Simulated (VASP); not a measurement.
Input of a VASP 6.6.1 run:

Contents of INCAR:

```
  ALGO = Fast
  EDIFF = 1E-7
  EDIFFG = -0.03
  ENCUT = 600
  IBRION = 2
  ISIF = 3
  ISMEAR = 1
  LASPH = True
  LCHARG = False
  LREAL = False
  LWAVE = False
  NELM = 100
  NSW = 60
  PREC = Accurate
  SIGMA = 0.1
```

File KPOINTS:

```
k-points
0
Gamma
  4 4 4
```

POSCAR

```
K
1.0
    0.0000000000      4.5250000000      4.5250000000
    4.5250000000      0.0000000000      4.5250000000
    4.5250000000      4.5250000000      0.0000000000
K
2
Direct
    0.0000000000      0.0000000000      0.0000000000
    0.2500000000      0.2500000000      0.2500000000
```

Potentials or basis: VASP PAW LDA potentials, release 64 (K_sv).

Run with:

```sh
$ cat potpaw_LDA.64/K_sv/POTCAR > POTCAR
$ mpirun -np 1 vasp_std > vasp.out
```

Q: Estimate the band gap on the k mesh.

A: None (metal or under the smearing width).

Final structure:
```
K
1.0
     0.00000    4.52500    4.52500
     4.52500    0.00000    4.52500
     4.52500    4.52500    0.00000
K
2
Direct
  0.00000 0.00000 0.00000
  0.25000 0.25000 0.25000
```

Caveat: the relaxation stopped at its first step, so nothing moved.
